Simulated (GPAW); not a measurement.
# CdTe (F-43m) in GPAW: a series of runs

The runs below take CdTe through equation of state, with OLYP, LDA, BLYP+D3, TPSS.

All numbers are computed with GPAW 26.7.0; they aren't measurements. Logs are shortened: lines on timing, memory, paths and dates and some standing lists are left out, and cuts for length are marked. The log counts tension as positive stress, the text compression.

**The experiment to reproduce.**

From “Multiscale insight into the Cd1-xZnxTe vibrational-mechanical properties -- High-pressure experiments and ab initio calculations”, 2023, arxiv:2306.14539, for a powder of CdTe: bulk modulus 42 ± 2 GPa.

The runs below are set against these values where they give the same quantity.

## Step 1: The structure

Symmetry: F-43m, No. 216, cubic system. Conventional cell: a = 6.410 Å, b = 6.410 Å, c = 6.410 Å, α = 90.00°, β = 90.00°, γ = 90.00°. Around Te (site symmetry -43m) lie 4 Cd at 2.78 Å. Around Cd (site symmetry -43m) lie 4 Te at 2.78 Å.

## Step 2: Equation of state, OLYP

run.py reads:

```python
import spglib
from ase import Atoms
from ase.eos import EquationOfState
from ase.io import Trajectory, read
from ase.units import GPa
from gpaw import GPAW, PW, setup_paths

setup_paths.insert(0, '.')

atoms = read('CdTe.cif')
cell, positions, numbers = spglib.find_primitive(
    (atoms.cell[:], atoms.get_scaled_positions(), atoms.numbers), symprec=1e-4)
atoms = Atoms(numbers, cell=cell, scaled_positions=positions, pbc=True)

traj = Trajectory('eos.traj', 'w')
volumes, energies = [], []
for x in [0.94, 0.96, 0.98, 1.0, 1.02, 1.04, 1.06]:
    a = atoms.copy()
    a.set_cell(atoms.cell * x**(1 / 3), scale_atoms=True)
    calc = GPAW(mode=PW(600),
                xc='GGA_X_OPTX+GGA_C_LYP',
                kpts={'size': (6, 6, 6), 'gamma': True},
                occupations={'name': 'fermi-dirac', 'width': 0.05},
                nbands=18,
                convergence={'density': 1e-05, 'energy': 1e-05},
                eigensolver='davidson',
                maxiter=150,
                txt=f'eos-{x:.2f}.txt')
    a.calc = calc
    energies.append(a.get_potential_energy(force_consistent=True))
    volumes.append(a.get_volume())
    p = -a.get_stress()[:3].mean() / GPa
    calc.write(f'eos-{x:.2f}.gpw')
    traj.write(a)
    print(f'{x:.2f} {volumes[-1]:10.4f} A^3 {energies[-1]:14.6f} eV {p:9.3f} GPa', flush=True)

v0, e0, B = EquationOfState(volumes, energies, eos='birchmurnaghan').fit()
print(f'V0 = {v0:.4f} A^3, E0 = {e0:.6f} eV, B0 = {B / GPa:.2f} GPa')
```

CdTe.cif reads:

```cif
data_CdTe
_cell_length_a 6.41000000
_cell_length_b 6.41000000
_cell_length_c 6.41000000
_cell_angle_alpha 90.00000000
_cell_angle_beta 90.00000000
_cell_angle_gamma 90.00000000
_space_group_name_H-M_alt 'F-43m'
_space_group_name_Hall 'F -4 2 3'
_space_group_IT_number 216
loop_
_space_group_symop_operation_xyz
'x,y,z'
'y,-x,-z'
'-x,-y,z'
'-y,x,-z'
'x,-y,-z'
'y,x,z'
'-x,y,-z'
'-y,-x,z'
'z,x,y'
'-z,y,-x'
'z,-x,-y'
'-z,-y,x'
'-z,x,-y'
'z,y,x'
'-z,-x,y'
'z,-y,-x'
'y,z,x'
'-x,-z,y'
'-y,z,-x'
'x,-z,-y'
'-y,-z,x'
'x,z,y'
'y,-z,-x'
'-x,z,-y'
'x,y+1/2,z+1/2'
'y,-x+1/2,-z+1/2'
'-x,-y+1/2,z+1/2'
'-y,x+1/2,-z+1/2'
'x,-y+1/2,-z+1/2'
'y,x+1/2,z+1/2'
'-x,y+1/2,-z+1/2'
'-y,-x+1/2,z+1/2'
'z,x+1/2,y+1/2'
'-z,y+1/2,-x+1/2'
'z,-x+1/2,-y+1/2'
'-z,-y+1/2,x+1/2'
'-z,x+1/2,-y+1/2'
'z,y+1/2,x+1/2'
'-z,-x+1/2,y+1/2'
'z,-y+1/2,-x+1/2'
'y,z+1/2,x+1/2'
'-x,-z+1/2,y+1/2'
'-y,z+1/2,-x+1/2'
'x,-z+1/2,-y+1/2'
'-y,-z+1/2,x+1/2'
'x,z+1/2,y+1/2'
'y,-z+1/2,-x+1/2'
'-x,z+1/2,-y+1/2'
'x+1/2,y,z+1/2'
'y+1/2,-x,-z+1/2'
'-x+1/2,-y,z+1/2'
'-y+1/2,x,-z+1/2'
'x+1/2,-y,-z+1/2'
'y+1/2,x,z+1/2'
'-x+1/2,y,-z+1/2'
'-y+1/2,-x,z+1/2'
'z+1/2,x,y+1/2'
'-z+1/2,y,-x+1/2'
'z+1/2,-x,-y+1/2'
'-z+1/2,-y,x+1/2'
'-z+1/2,x,-y+1/2'
'z+1/2,y,x+1/2'
'-z+1/2,-x,y+1/2'
'z+1/2,-y,-x+1/2'
'y+1/2,z,x+1/2'
'-x+1/2,-z,y+1/2'
'-y+1/2,z,-x+1/2'
'x+1/2,-z,-y+1/2'
'-y+1/2,-z,x+1/2'
'x+1/2,z,y+1/2'
'y+1/2,-z,-x+1/2'
'-x+1/2,z,-y+1/2'
'x+1/2,y+1/2,z'
'y+1/2,-x+1/2,-z'
'-x+1/2,-y+1/2,z'
'-y+1/2,x+1/2,-z'
'x+1/2,-y+1/2,-z'
'y+1/2,x+1/2,z'
'-x+1/2,y+1/2,-z'
'-y+1/2,-x+1/2,z'
'z+1/2,x+1/2,y'
'-z+1/2,y+1/2,-x'
'z+1/2,-x+1/2,-y'
'-z+1/2,-y+1/2,x'
'-z+1/2,x+1/2,-y'
'z+1/2,y+1/2,x'
'-z+1/2,-x+1/2,y'
'z+1/2,-y+1/2,-x'
'y+1/2,z+1/2,x'
'-x+1/2,-z+1/2,y'
'-y+1/2,z+1/2,-x'
'x+1/2,-z+1/2,-y'
'-y+1/2,-z+1/2,x'
'x+1/2,z+1/2,y'
'y+1/2,-z+1/2,-x'
'-x+1/2,z+1/2,-y'
loop_
_atom_site_label
_atom_site_type_symbol
_atom_site_symmetry_multiplicity
_atom_site_Wyckoff_symbol
_atom_site_fract_x
_atom_site_fract_y
_atom_site_fract_z
_atom_site_occupancy
Te1 Te 4 c 0.2500000000 0.2500000000 0.2500000000 1
Cd1 Cd 4 a 0.0000000000 0.0000000000 0.0000000000 1
```

Potentials or basis: PAW data sets generated in the run's folder for this functional, pw.

Run with:

```console
> gpaw-setup -f GGA_X_OPTX+GGA_C_LYP Cd Te
> OMP_NUM_THREADS=1 python run.py
```

What it wrote:

```text
__  _  _
 | _ |_)|_||  |
 |__||  | ||/\| - 26.7.0

Input parameters:
  mode=PW(ecut=600.0),
  convergence={'density': 1e-05, 'energy': 1e-05},
  eigensolver=Davidson(niter=2),
  kpts=MonkhorstPack(size=(6, 6, 6), gamma=True),
  maxiter=150,
  nbands=18,
  occupations=Occupations(name='fermi-dirac', width=0.05),
  xc=XC(name='GGA_X_OPTX+GGA_C_LYP')

Diagonalizing LCAO Hamiltonian
Converting LCAO to pw mode

            Te

       Cd

Atoms  # Å, Bohr magnetons
|   | symbol |        x |        y |        z |    initial magnetic moments |
|---|--------|----------|----------|----------|-----------------------------|
| 0 |     Te | 1.580842 | 1.580842 | 1.580842 | ( 0.0000,  0.0000,  0.0000) |
| 1 |     Cd | 0.000000 | 0.000000 | 0.000000 | ( 0.0000,  0.0000,  0.0000) |

Unit cell  # Å
| periodic |        x |        y |        z |  lengths |    angles |
|----------|----------|----------|----------|----------|-----------|
|      yes | 0.000000 | 3.161684 | 3.161684 | 4.471296 | 60.000000 |
|      yes | 3.161684 | 0.000000 | 3.161684 | 4.471296 | 60.000000 |
|      yes | 3.161684 | 3.161684 | 0.000000 | 4.471296 | 60.000000 |

Number of symmetries: 24
Symmetry operations  # r_c * U_cc + t_c -> r_c
|    | kind |            matrix            |
|----|------|------------------------------|
|  0 |  E   |  1, 0, 0,  0, 1, 0,  0, 0, 1 |
|  1 |  σ   |  1, 0, 0,  0, 0, 1,  0, 1, 0 |
|  2 |  σ   |  1, 0,-1,  0, 1,-1,  0, 0,-1 |
|  3 |  C3  |  1, 0,-1,  0, 0,-1,  0, 1,-1 |
|  4 |  C3  |  1,-1, 0,  0,-1, 1,  0,-1, 0 |
|  5 |  σ   |  1,-1, 0,  0,-1, 0,  0,-1, 1 |
|  6 |  σ   |  0, 1, 0,  1, 0, 0,  0, 0, 1 |
|  7 |  C3  |  0, 1, 0,  0, 0, 1,  1, 0, 0 |
|  8 |  C2  |  0, 1,-1,  1, 0,-1,  0, 0,-1 |
|  9 |  S4  |  0, 1,-1,  0, 0,-1,  1, 0,-1 |
| 10 |  C3  |  0, 0, 1,  1, 0, 0,  0, 1, 0 |
| 11 |  σ   |  0, 0, 1,  0, 1, 0,  1, 0, 0 |
| 12 |  S4  |  0, 0,-1,  1, 0,-1,  0, 1,-1 |
| 13 |  C3  |  0, 0,-1,  0, 1,-1,  1, 0,-1 |
| 14 |  S4  |  0,-1, 1,  1,-1, 0,  0,-1, 0 |
| 15 |  C2  |  0,-1, 1,  0,-1, 0,  1,-1, 0 |
| 16 |  C3  |  0,-1, 0,  1,-1, 0,  0,-1, 1 |
| 17 |  S4  |  0,-1, 0,  0,-1, 1,  1,-1, 0 |
| 18 |  S4  | -1, 1, 0, -1, 0, 1, -1, 0, 0 |
| 19 |  C3  | -1, 1, 0, -1, 0, 0, -1, 0, 1 |
| 20 |  C3  | -1, 0, 1, -1, 1, 0, -1, 0, 0 |
| 21 |  S4  | -1, 0, 1, -1, 0, 0, -1, 1, 0 |
| 22 |  σ   | -1, 0, 0, -1, 1, 0, -1, 0, 1 |
| 23 |  C2  | -1, 0, 0, -1, 0, 1, -1, 1, 0 |

BZ-sampling:
  Number of BZ points: 216
  Number of IBZ points: 16

  Monkhorst-Pack size: [6, 6, 6]
  Monkhorst-Pack shift: [0.08333333333333333, 0.08333333333333333, 0.08333333333333333]

K-points  # in reciprocal-cell coordinates
|     |                                coordinates |     weight |
|-----|--------------------------------------------|------------|
|   0 | (  0.00000000,   0.00000000,   0.00000000) | 0.00462963 |
|   1 | (  0.16666667,   0.16666667,   0.00000000) | 0.02777778 |
|   2 | (  0.16666667,   0.16666667,   0.16666667) | 0.03703704 |
|   3 | (  0.33333333,   0.16666667,   0.16666667) | 0.05555556 |
|   4 | (  0.33333333,   0.33333333,  -0.33333333) | 0.05555556 |
|   5 | (  0.33333333,   0.33333333,   0.00000000) | 0.02777778 |
|   6 | (  0.33333333,   0.33333333,   0.16666667) | 0.11111111 |
|   7 | (  0.33333333,   0.33333333,   0.33333333) | 0.03703704 |
|   8 | (  0.50000000,   0.33333333,  -0.33333333) | 0.11111111 |
|   9 | (  0.50000000,   0.33333333,  -0.16666667) | 0.05555556 |
| ... |                                            |            |
|  15 | (  0.50000000,   0.50000000,   0.50000000) | 0.01851852 |

Plane wave coefficients: 2126
Cutoff: 600.0 eV

Spin-components: 1 (collinear spins)
Bands:           18
Projectors:      11
Spin-degeneracy: 2
Datatype:        complex128

Parallelization:
  kpt:    1
  domain: 1
  band:   1

Density:
  Valence electrons: 18.0
  Components: 1
  Grid points: [27 27 27]
  Charge: 0.0  # |e|

Potential:
  Grid points: [27 27 27]

species:
  Te:
    name:    Tellurium
    Z:       52.0
    valence: 6
    core:    46
    charge:  0.0  # [|e|]
    compensation charges:
      type: gauss
      rc: 0.36  # [Å]
      lmax: 2
    cutoffs:
      filter: 2.09  # [Å]
      core: 3.17  # [Å]
    projectors
    | kind |    occ | energy [eV] | rcut [Å] |
    |------|--------|-------------|----------|
    |   5s |  2.000 |     -14.941 |    1.180 |
    |   5p |  4.000 |      -5.780 |    1.196 |
    |    s |        |      12.270 |    1.180 |
    |    p |        |      21.432 |    1.196 |
    |    d |        |       0.000 |    1.238 |

    Using partial waves for Te as LCAO basis

  Cd:
    name:    Cadmium
    Z:       48.0
    valence: 12
    core:    36
    charge:  0.0  # [|e|]
    compensation charges:
      type: gauss
      rc: 0.38  # [Å]
      lmax: 2
    cutoffs:
      filter: 2.12  # [Å]
      core: 2.62  # [Å]
    projectors
    | kind |    occ | energy [eV] | rcut [Å] |
    |------|--------|-------------|----------|
    |   5s |  2.000 |      -5.307 |    1.191 |
    |   5p |  0.000 |      -1.079 |    1.228 |
    |   4d | 10.000 |     -11.814 |    1.164 |
    |    s |        |      21.904 |    1.191 |
    |    p |        |      26.132 |    1.228 |
    |    d |        |      15.397 |    1.164 |

    Using partial waves for Cd as LCAO basis

Reference energy: -337096.001093  # eV

eigensolver:
  Davidson
  Converge bands: occupied
  niter=2

density mixing:
  MSR1-Mixer
  Pratt-step length: 0.05
  Maximum mixing coefficient: 0.75
  Old densities: 10
  SVD Regularization: 0.005
  Good broyden scale: 1.0
  Trust region scale: 1.0
  Backstep threshold: 4.0
  History deletion threshold: 6.0
  Fourier metric: weight=20.0, sigma=0.015

occupation numbers:
  Fermi-Dirac:
    width: 0.0500  # eV

poisson solver:
  ecut: 4800.0  # eV

xc functional:
  name: GGA_X_OPTX+GGA_C_LYP with 2 nearest neighbor stencil

convergence criteria:
- Maximum integral of absolute [dens]ity change: 1e-05 electrons / valence electron
- Maximum [total energy] change in last 3 cyles: 1e-05 eV / valence electron
- Maximum integral of absolute [eigenst]ate change: 4e-08 eV^2 / valence electron
maximum number of iterations: 150

SCF iterations
|iter     | |      energy | eigst |  dens |
|---------|-|-------------|-------|-------|
|iter:   1| |   -3.770647 | -0.32 |       |
|iter:   2| |   -3.729896 | -2.13 | -1.21 |
|iter:   3| |   -3.583407 | -1.73 | -1.25 |
|iter:   4| |   -3.584724 | -2.97 | -1.73 |
|iter:   5| |   -3.586648 | -3.51 | -2.13 |
|iter:   6| |   -3.587004 | -4.26 | -2.77 |
|iter:   7| |   -3.587055 | -4.95 | -3.38 |
|iter:   8| |   -3.587061c| -5.73 | -3.92 |
|iter:   9| |   -3.587062c| -6.61 | -4.57 |
|iter:  10| |   -3.587062c| -7.28 | -5.01c|
|iter:  11| |   -3.587062c| -8.10c| -5.61c|

Converged in 11 steps
Energy contributions relative to reference atoms: (reference = -337096.001093)

Energy contributions:
  Kinetic:          29.427383
  Coulomb:         -25.994042
  Zero:              0.246733
  External:          0.000000
  Xc:               -7.267135
  Entropy:          -0.000000
  Spinorbit:         0.000000
  ----------------------------
  Free energy:      -3.587062
  Extrapolated:     -3.587062

dipole moment: (-25.225813, -25.225813, -25.225813)  # |e|*Ang

Fermi level: 5.444
Eigenvalues  # (at kpt = [0.000, 0.000, 0.000])
| band index |      eig [eV] | occ [0-2] |
|------------|---------------|-----------|
|          0 |        -6.780 |     2.000 |
|          1 |        -3.963 |     2.000 |
|          2 |        -3.963 |     2.000 |
|          3 |        -3.963 |     2.000 |
|          4 |        -3.663 |     2.000 |
|          5 |        -3.663 |     2.000 |
|          6 |         4.724 |     2.000 |
|          7 |         4.724 |     2.000 |
|          8 |         4.724 |     2.000 |
|          9 |         6.108 |     0.000 |
|         10 |         9.459 |     0.000 |
|         11 |         9.459 |     0.000 |
|         12 |         9.459 |     0.000 |
|         13 |        13.060 |     0.000 |
|         14 |        14.413 |     0.000 |
|         15 |        14.413 |     0.000 |
|         16 |        15.385 |     0.000 |
|         17 |        15.385 |     0.000 |

Gap: 1.384 eV
Transition (v -> c):
  (s=0, k=0, n=8, [0.00, 0.00, 0.00]) -> (s=0, k=0, n=9, [0.00, 0.00, 0.00])
No difference between direct/indirect transitions

Stress tensor  # eV/Ang^3
|         x |         y |         z |
|-----------|-----------|-----------|
| -0.049376 | -0.000000 | -0.000000 |
| -0.000000 | -0.049376 |  0.000000 |
| -0.000000 |  0.000000 | -0.049376 |

# Writing to eos-0.96.gpw (mode='')
```

Wall time 1.7 min (1 thread of Arm Neoverse V1, shared host); peak memory 0.25 GiB.

What came out:

| Quantity | Value |
| --- | --- |
| Equilibrium volume | 37.89 Å³/atom (rough: see the caveat) |
| Bulk modulus | 28 GPa (rough) |

Energy against volume, from the lowest point:
```tsv
volume (Å³/atom)	energy (meV/atom)
30.947	141.41
31.605	106.04
32.263	76.05
32.922	50.92
33.580	30.14
34.239	13.30
34.897	0.00
```

Caveat: the minimum lies outside the volumes run.

## Step 3: Equation of state, LDA

Changes to run.py since step 2:

```diff
@@ -1,3 +1 @@
-import spglib
-from ase import Atoms
 from ase.eos import EquationOfState
@@ -5,10 +3,5 @@
 from ase.units import GPa
-from gpaw import GPAW, PW, setup_paths
-
-setup_paths.insert(0, '.')
+from gpaw import GPAW, PW
 
 atoms = read('CdTe.cif')
-cell, positions, numbers = spglib.find_primitive(
-    (atoms.cell[:], atoms.get_scaled_positions(), atoms.numbers), symprec=1e-4)
-atoms = Atoms(numbers, cell=cell, scaled_positions=positions, pbc=True)
 
@@ -20,3 +13,3 @@
     calc = GPAW(mode=PW(600),
-                xc='GGA_X_OPTX+GGA_C_LYP',
+                xc='LDA',
                 kpts={'size': (6, 6, 6), 'gamma': True},
@@ -25,3 +18,2 @@
                 convergence={'density': 1e-05, 'energy': 1e-05},
-                eigensolver='davidson',
                 maxiter=150,
```

CdTe.cif reads:

```cif
data_CdTe
_cell_length_a 4.53255447
_cell_length_b 4.53255447
_cell_length_c 4.53255447
_cell_angle_alpha 60.00000000
_cell_angle_beta 60.00000000
_cell_angle_gamma 60.00000000
_space_group_name_H-M_alt 'P1'
_space_group_name_Hall 'P 1'
_space_group_IT_number 1
loop_
_space_group_symop_operation_xyz
'x,y,z'
loop_
_atom_site_label
_atom_site_type_symbol
_atom_site_symmetry_multiplicity
_atom_site_Wyckoff_symbol
_atom_site_fract_x
_atom_site_fract_y
_atom_site_fract_z
_atom_site_occupancy
Te1 Te 1 a 0.7500000000 0.7500000000 0.7500000000 1
Cd1 Cd 1 a 0.0000000000 0.0000000000 0.0000000000 1
```

Potentials or basis: the program's PAW data sets (release 1.2.1) made for this functional, pw.

Run with:

```console
> OMP_NUM_THREADS=1 python run.py
```

Wall time 87 s (1 thread of Arm Neoverse V1, shared host); peak memory 0.25 GiB.

Results (log left out):

* Equilibrium volume: 32.62 Å³/atom
* Bulk modulus: 47 GPa
* Pressure derivative of the bulk modulus: 4.8

Energy against volume, from the lowest point:
| volume (Å³/atom) | energy (meV/atom) |
| --- | --- |
| 30.947 | 13.46 |
| 31.605 | 4.49 |
| 32.263 | 0.17 |
| 32.922 | 0.00 |
| 33.580 | 3.51 |
| 34.239 | 10.31 |
| 34.897 | 20.01 |

The run has no spin-orbit coupling, so splittings on Te are missing. LDA usually gives volumes a few per cent too small.

(Continued in part 2 of 2.)
